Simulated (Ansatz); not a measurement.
Wurtzite InN was calculated with LDA in Ansatz (PAW).

Run with plane-wave cutoff 520 eV, 24×24×12 k mesh (along the axes of the cell as run), Fermi–Dirac smearing 0.05 eV, scalar-relativistic PAW data made under PBE.

Computed at the level's own relaxed cell.

Elastic tensor (GPa, Voigt notation, ions relaxed):

```
  229.8   116.4    97.0     0.0     0.0     0.0
  116.4   229.8    97.0     0.0     0.0     0.0
   97.0    97.0   238.9     0.0     0.0     0.0
    0.0     0.0     0.0    50.3     0.0     0.0
    0.0     0.0     0.0     0.0    50.3     0.0
    0.0     0.0     0.0     0.0     0.0    56.7
```

Problem. Work out the Voigt, Reuss and Hill averages of the bulk and shear moduli, Young's modulus and Poisson's ratio from the printed constants.

Solution. K_V = [C11 + C22 + C33 + 2(C12 + C13 + C23)]/9 = [698.5 + 2 × 310.4]/9 = 146.6 GPa. G_V = [698.5 − 310.4 + 3 × 157.3]/15 = 57.3 GPa. From the compliances S = C⁻¹, K_R = 146.5 and G_R = 56.3 GPa. Hill means: K = 146.6, G = 56.8 GPa. E = 9KG/(3K + G) = 151 GPa, ν = (3K − 2G)/(6K + 2G) = 0.33, K/G = 2.58.

Note: the solid has no gap at this level, which affects its response.

Ansatz is a quantum-chemistry and plane-wave program.
